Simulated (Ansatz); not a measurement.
# TiSi40H16: the cost of one run

Program: Ansatz 0.2.0. Level of theory: DFT PBE, plane waves, PAW, scalar-relativistic, collinear spin. These are calculated values, not measurements.

### Step 1. The system as given

The cell holds 57 atoms (H16Si40Ti): a = 7.679 Å, b = 15.358 Å, c = 17.256 Å, α = 90.00°, β = 90.00°, γ = 90.00°.

The coordinates stand in the first input below.

### Step 2. Relaxing end A

Contents of input.yaml:

```yaml
crystal:
  lattice:
    - [7.67918, 0.0, 0.0]
    - [0.0, 15.358359, 0.0]
    - [0.0, 0.0, 17.2555]
  atoms:
    - { symbol: H, position: [0.409392, 0.0, 0.0579525] }
    - { symbol: H, position: [0.090608, 0.0, 0.0579525] }
    - { symbol: H, position: [0.909392, 0.0, 0.0579525] }
    - { symbol: H, position: [0.590608, 0.0, 0.0579525] }
    - { symbol: H, position: [0.409392, 0.25, 0.0579525] }
    - { symbol: H, position: [0.090608, 0.25, 0.0579525] }
    - { symbol: H, position: [0.909392, 0.25, 0.0579525] }
    - { symbol: H, position: [0.590608, 0.25, 0.0579525] }
    - { symbol: H, position: [0.409392, 0.5, 0.0579525] }
    - { symbol: H, position: [0.090608, 0.5, 0.0579525] }
    - { symbol: H, position: [0.909392, 0.5, 0.0579525] }
    - { symbol: H, position: [0.590608, 0.5, 0.0579525] }
    - { symbol: H, position: [0.409392, 0.75, 0.0579525] }
    - { symbol: H, position: [0.090608, 0.75, 0.0579525] }
    - { symbol: H, position: [0.909392, 0.75, 0.0579525] }
    - { symbol: H, position: [0.590608, 0.75, 0.0579525] }
    - { symbol: Si, position: [0.25, 0.0, 0.1081105] }
    - { symbol: Si, position: [0.75, 0.0, 0.1081105] }
    - { symbol: Si, position: [0.25, 0.25, 0.1081105] }
    - { symbol: Si, position: [0.75, 0.25, 0.1081105] }
    - { symbol: Si, position: [0.25, 0.5, 0.1081105] }
    - { symbol: Si, position: [0.75, 0.5, 0.1081105] }
    - { symbol: Si, position: [0.25, 0.75, 0.1081105] }
    - { symbol: Si, position: [0.75, 0.75, 0.1081105] }
    - { symbol: Si, position: [0.25, 0.125, 0.186781] }
    - { symbol: Si, position: [0.75, 0.125, 0.186781] }
    - { symbol: Si, position: [0.25, 0.375, 0.186781] }
    - { symbol: Si, position: [0.75, 0.375, 0.186781] }
    - { symbol: Si, position: [0.25, 0.625, 0.186781] }
    - { symbol: Si, position: [0.75, 0.625, 0.186781] }
    - { symbol: Si, position: [0.25, 0.875, 0.186781] }
    - { symbol: Si, position: [0.75, 0.875, 0.186781] }
    - { symbol: Si, position: [0.0, 0.125, 0.2654516] }
    - { symbol: Si, position: [0.5, 0.125, 0.2654516] }
    - { symbol: Si, position: [0.0, 0.375, 0.2654516] }
    - { symbol: Si, position: [0.5, 0.375, 0.2654516] }
    - { symbol: Si, position: [0.0, 0.625, 0.2654516] }
    - { symbol: Si, position: [0.5, 0.625, 0.2654516] }
    - { symbol: Si, position: [0.0, 0.875, 0.2654516] }
    - { symbol: Si, position: [0.5, 0.875, 0.2654516] }
    - { symbol: Si, position: [0.0, 0.0, 0.3441222] }
    - { symbol: Si, position: [0.5, 0.0, 0.3441222] }
    - { symbol: Si, position: [0.0, 0.25, 0.3441222] }
    - { symbol: Si, position: [0.5, 0.25, 0.3441222] }
    - { symbol: Si, position: [0.0, 0.5, 0.3441222] }
    - { symbol: Si, position: [0.5, 0.5, 0.3441222] }
    - { symbol: Si, position: [0.0, 0.75, 0.3441222] }
    - { symbol: Si, position: [0.5, 0.75, 0.3441222] }
    - { symbol: Si, position: [0.25, 0.0484534, 0.4204746] }
    - { symbol: Si, position: [0.75, 0.0484534, 0.4204746] }
    - { symbol: Si, position: [0.25, 0.2015466, 0.3996117] }
    - { symbol: Si, position: [0.75, 0.2015466, 0.3996117] }
    - { symbol: Si, position: [0.25, 0.5484534, 0.4204746] }
    - { symbol: Si, position: [0.75, 0.5484534, 0.4204746] }
    - { symbol: Si, position: [0.25, 0.7015466, 0.3996117] }
    - { symbol: Si, position: [0.75, 0.7015466, 0.3996117] }
    - { symbol: Ti, position: [0.9196954, 0.9246875, 0.5103011], spin: 1.0 }
magnetization:
  spin_polarized: true
basis:
  ecutwfc: 420.0
kpoints:
  mp_grid: { grid: [2, 1, 1] }
hamiltonian:
  xc: pbe
  pseudopotentials: { kind: paw, azcp: { folder: soft_1 } }
scf:
  occupations: { method: fermi_dirac, width: 0.05 }
  lower_state_search: "off"
relax:
  f_tol: 0.03
  max_steps: 60
  adjacent_minimum: "off"
  constraints:
    - { sites: [0, 1, 2, 3, 4, 5, 6, 7, 8, 9, 10, 11, 12, 13, 14, 15, 16, 17, 18, 19, 20, 21, 22, 23] }
output:
  write_density: true
  write_potential: true
  elf: true
  volumetric_format: npy
```

Run with:

```
$ ansatz run input.yaml --threads 4 --pin off --max-ram 10240MiB --backend cpu --events-out ev --progress --plain --runs-dir out
```

**Question.** How long does this run take on 4 threads of Arm Neoverse V1, shared host, and how much memory does it need?

About 23 min, with a peak of 5.3 GiB.
